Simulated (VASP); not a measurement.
MgS:

```
CELL_PARAMETERS angstrom
0.00000 2.83312 2.83312
2.83312 0.00000 2.83312
2.83312 2.83312 0.00000
ATOMIC_POSITIONS crystal
S 0.25000 0.25000 0.25000
Mg 0.00000 0.00000 0.00000
```

The cell comes from a database or a generator and needn't be the stable form of this composition.

Base run:

* Program: VASP 6.6.1
* Functional: PBE
* Potentials or basis: VASP PAW PBE potentials, release 64 (S_GW, Mg_GW)
* Cutoff: 450 eV
* k mesh: 8 × 8 × 8
* Occupations: gaussian, width 0.02 eV
* Spin: no spin polarisation

Its results: band gap on the k mesh 3.44 eV, direct; pressure 0.8 GPa.

Task: The run is repeated on the same cell with these changes: functional from PBE to r2SCAN; potentials or basis from VASP PAW PBE potentials, release 64 (S_GW, Mg_GW) to VASP PAW PBE potentials, release 64 (S, Mg); cutoff from 450 eV to 520 eV. What comes out?

Result: Band gap on the k mesh 4.12 eV, direct; pressure -0.4 GPa.

Caveats: the PAW data sets were made with another functional, which shifts forces and pressure a little (some runs).
